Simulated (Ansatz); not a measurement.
NaHF2 (started from an entry of an open crystallographic database) with hydrogen sites as listed (r2SCAN+rVV10 geometry), in Ansatz:

```
CELL_PARAMETERS angstrom
1.69772 0.98018 4.56924
-1.69772 0.98018 4.56924
0.00000 -1.96035 4.56924
ATOMIC_POSITIONS crystal
Na 0.00000 0.00000 0.00000
H 0.50000 0.50000 0.50000
F 0.41724 0.41724 0.41724
F 0.58276 0.58276 0.58276
```

G0W0@r2SCAN with 171 empty bands, a screening cutoff of 140 eV and a 4×4×4 mesh (PAW, contour deformation) gives 11.855 eV over the mesh points, from an r2SCAN gap of 7.881 eV; it sums over 183 bands with 171 plane waves in the screening and a wave cutoff of 500 eV. The G0W0 figures hold for the stated bands, cutoff and mesh and aren't extrapolated. Calculated for a static, non-magnetic cell.

Question: Estimate the gap with starting point LDA.

Answer: 11.514 eV (-0.341 eV), from a Kohn-Sham gap of 6.768 eV.

Question: Estimate the gap with empty bands 315, screening cutoff 210 eV.

Answer: 12.051 eV (+0.196 eV), from a Kohn-Sham gap of 7.881 eV.

Question: Estimate the gap with empty bands 74, screening cutoff 80 eV.

Answer: 11.714 eV (-0.141 eV), from a Kohn-Sham gap of 7.881 eV.

Question: Estimate the gap with starting point HSE06.

Answer: 12.353 eV (+0.498 eV), from a Kohn-Sham gap of 9.315 eV.
